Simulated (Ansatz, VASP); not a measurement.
# As: VASP beside Ansatz

The input INCAR:

```
SYSTEM = As
  PREC = Accurate
  ENCUT = 520
  EDIFF = 1E-7
  ISMEAR = -1
  SIGMA = 0.05
  LREAL = .False.
  LASPH = .True.
  NELM = 100
  ALGO = Normal
  ISIF = 2
  LWAVE = .False.
  LCHARG = .False.
  GGA = PS
  NBANDS = 18
```

Contents of KPOINTS:

```
regular mesh
0
Gamma
  8 8 6
  0 0 0
```

Contents of POSCAR:

```
As
1.0
    1.8003348143     -5.4256665635      0.0000000000
    1.8003348143      5.4256665635      0.0000000000
    0.0000000000      0.0000000000      4.4095871889
As
4
Direct
    0.3900000000      0.6100000000      0.5600000000
    0.8900000000      0.1100000000      0.9400000000
    0.6100000000      0.3900000000      0.4400000000
    0.1100000000      0.8900000000      0.0600000000
```

input.yaml

```yaml
crystal:
  lattice:
    - [1.8003348143, -5.4256665635, 0.0]
    - [1.8003348143, 5.4256665635, 0.0]
    - [0.0, 0.0, 4.4095871889]
  atoms:
    - { symbol: As, position: [0.39, 0.61, 0.56] }
    - { symbol: As, position: [0.89, 0.11, 0.94] }
    - { symbol: As, position: [0.61, 0.39, 0.44] }
    - { symbol: As, position: [0.11, 0.89, 0.06] }
hamiltonian:
  xc: pbesol
  pseudopotentials: { kind: paw }
kpoints:
  mp_grid: { grid: [8, 8, 6] }
scf:
  occupations: { method: fermi_dirac, width: 0.05 }
output:
  forces: true
  stress: true
  eigenvalues: true
```

Change from the starting cell: volume scaled by 0.96.

Alike in both runs: task single point; functional PBEsol; k mesh 8 × 8 × 6; occupations fermi-dirac, width 0.05 eV; no spin polarisation.

```csv
,VASP,Ansatz
version,VASP 6.6.1,Ansatz 0.2.0
potentials or method,"VASP PAW PBE potentials, release 64 (As)",Ansatz PAW
plane-wave cutoff (eV),520,420
valence electrons in the cell,20,60
```

Ansatz gave:

| Property | Result |
| --- | --- |
| gap on the k mesh at the Fermi level (eV) | none |
| pressure (GPa) | 2.8 |
| largest component of the traceless stress (GPa) | 1.11 |
| rms of the force components (eV/Å) | 0.198 |

**Question.** Which values does VASP return?

**Answer.** gap on the k mesh at the Fermi level (eV): none; pressure (GPa): 3.3; largest component of the traceless stress (GPa): 1.14; rms of the force components (eV/Å): 0.247.

Atom by atom the forces differ by 0.052 eV/Å (rms over components). A gap of «none» marks a metal or a gap that the smearing closes. The two sets of potentials don't hold the same shells in valence.

Caveats: the PAW data sets were made with another functional, which shifts forces and pressure a little (VASP); the PAW data sets come from PBE, with cores solved anew for the run's functional, which leaves a small shift of forces and pressure (Ansatz).
